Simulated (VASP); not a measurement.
The system is Si.

```xyz
1
Lattice="2.6205 0.0000 0.0000 -1.3103 2.2695 0.0000 0.0000 0.0000 2.4664" Properties=species:S:1:pos:R:3 pbc="T T T"
Si    0.0000    0.0000    0.0000
```

This isn't the form of Si at room conditions, which is diamond.

- Program: VASP 6.6.1
- Task: relaxation of cell and atoms
- Functional: vdW-DF2
- Potentials or basis: VASP PAW PBE potentials, release 64 (Si)
- Cutoff: 600 eV
- k mesh: 12 × 12 × 11
- Occupations: fermi-dirac, width 0.05 eV
- Spin: no spin polarisation

At the start: pressure 11.8 GPa; volume 14.67 Å³/atom.

Q: Where does the relaxation end?

A: Over 8 steps the energy falls by 66.5 meV/atom and the volume is 16.80 Å³/atom (+14.5 %); space group P6/mmm (No. 191, to 0.05 Å).

Step by step:
```csv
step,energy change (eV),largest force (eV/Å),pressure (GPa),volume (Å³)
1,0.0000,0.0000,11.75,14.67
2,-0.0648,0.0000,-0.90,17.07
3,-0.0658,0.0000,0.20,16.74
4,-0.0658,0.0000,0.05,16.78
5,-0.0665,0.0000,-0.10,16.83
6,-0.0665,0.0000,-0.10,16.83
7,-0.0665,0.0000,-0.10,16.83
8,-0.0665,0.0000,-0.01,16.80
```

Final structure:
```
Si
1.0
     2.74165    0.00000    0.00000
    -1.37082    2.37434    0.00000
     0.00000    0.00000    2.58111
Si
1
Direct
  0.00000 0.00000 0.00000
```

Caveat: the PAW data sets were made with another functional, which shifts forces and pressure a little.
